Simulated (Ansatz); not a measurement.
**Phase order of Pd along its cold isotherm**

All-electron LAPW in Ansatz 0.2.0 under PBE, scalar-relativistic, energies extrapolated to zero smearing. Each structure type was compressed from its own relaxed volume, symmetry kept and shape relaxed on PAW files, and E(V) was fitted to energies and pressures; H = E + pV has no temperature or zero-point term. Only these types were tried: simple hexagonal (P6/mmm, 16×16×15 mesh, 16.61 Å³/atom at rest); bcc (Im-3m, 19×19×19 mesh, 15.47 Å³/atom at rest); sc (Pm-3m, 15×15×15 mesh, 17.87 Å³/atom at rest); fcc (Fm-3m, 16×16×16 mesh, 15.36 Å³/atom at rest); diamond (Fd-3m, 12×12×12 mesh, 24.53 Å³/atom at rest); beta tin (I4_1/amd, 16×16×16 mesh, 16.90 Å³/atom at rest); hcp (P6_3/mmc, 17×17×9 mesh, 15.43 Å³/atom at rest); omega (P6/mmm, 9×9×12 mesh, 15.70 Å³/atom at rest). Spin polarisation is left out. Spin–orbit coupling is left out; Fermi–Dirac smearing is 0.05 to 0.1 eV. Enthalpies carry a few meV/atom of noise from meshes and fits.

Question: Which type is lowest at zero pressure, and what follows up to 630 GPa?

Answer: Among the types tried, fcc is lowest at zero pressure and stays so up to 630 GPa. Enthalpies against fcc:

| p (GPa) | simple hexagonal (meV/atom) | bcc (meV/atom) | sc (meV/atom) | fcc (meV/atom) | diamond (meV/atom) | beta tin (meV/atom) | hcp (meV/atom) | omega (meV/atom) |
| --- | --- | --- | --- | --- | --- | --- | --- | --- |
| 0 | 253 | 50 | 509 | 0 | 1146 | 348 | 32 | 107 |
| 19 | 383 | 61 | 764 | 0 | 2041 | 507 | 38 | 142 |
| 51 | 554 | 75 | 1093 | 0 | 3162 | 714 | 46 | 185 |
| 95 | 742 | 89 | 1452 | 0 | 4389 | 942 | 54 | 233 |
| 190 | 1065 | 107 | 2061 | 0 | 6496 | 1330 | 67 | 314 |
| 320 | 1416 | 120 | 2719 | 0 | 8800 | 1747 | 81 | 398 |
| 470 | 1753 | 125 | 3346 | 0 | 11014 | 2144 | 92 | 476 |
| 600 | 2009 | 125 | 3822 | 0 | 12694 | 2442 | 100 | 532 |
